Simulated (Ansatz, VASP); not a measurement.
Two plane-wave programs on PbO2

INCAR

```
PREC = Accurate
ENCUT = 520
EDIFF = 1E-6
ISMEAR = -1
SIGMA = 0.05
LREAL = False
LASPH = True
NELM = 80
ALGO = Normal
ISIF = 2
LWAVE = False
LCHARG = True
GGA = CA
LELF = True
LVHAR = True
NBANDS = 20
```

KPOINTS

```
Automatic mesh
0
Gamma
  9 9 9
```

Contents of POSCAR:

```
PbO2
1.0
    0.0000000000      2.6654741181      2.6654741181
    2.6654741181      0.0000000000      2.6654741181
    2.6654741181      2.6654741181      0.0000000000
Pb O
1 2
Direct
    0.0000000000      0.0000000000      0.0000000000
    0.7500000000      0.7500000000      0.7500000000
    0.2500000000      0.2500000000      0.2500000000
```

File input.yaml:

```yaml
crystal:
  lattice:
    - [0.0, 2.6654741181, 2.6654741181]
    - [2.6654741181, 0.0, 2.6654741181]
    - [2.6654741181, 2.6654741181, 0.0]
  atoms:
    - { symbol: Pb, position: [0.0, 0.0, 0.0] }
    - { symbol: O, position: [0.75, 0.75, 0.75] }
    - { symbol: O, position: [0.25, 0.25, 0.25] }
hamiltonian:
  xc: lda
  pseudopotentials: { kind: paw }
kpoints:
  mp_grid: { grid: [9, 9, 9] }
scf:
  occupations: { method: fermi_dirac, width: 0.05 }
output:
  forces: true
  stress: true
  eigenvalues: true
```

The cell comes from a database or a generator and needn't be the stable form of this composition.

Alike in both runs: task single point; functional LDA; k mesh 9 × 9 × 9; occupations fermi-dirac, width 0.05 eV; no spin polarisation.

|  | VASP | Ansatz |
| --- | --- | --- |
| version | VASP 6.6.1 | Ansatz 0.2.0 |
| potentials or method | VASP PAW LDA potentials, release 64 (Pb_d, O) | Ansatz PAW |
| plane-wave cutoff (eV) | 520 | 420 |
| valence electrons in the cell | 26 | 26 |

VASP gave:

```
gap on the k mesh at the Fermi level (eV) : none
pressure (GPa)                            : -4.3
```

Which values does Ansatz return?

gap on the k mesh at the Fermi level (eV): none; pressure (GPa): -4.6.

A gap of «none» marks a metal or a gap that the smearing closes.

Caveats: the pressure holds a Pulay correction of +0.9 GPa for the finite cutoff (Ansatz); the PAW data sets come from PBE, with cores solved anew for the run's functional, which leaves a small shift of forces and pressure (Ansatz). Spin-orbit coupling is left out, which matters for the levels of Pb.
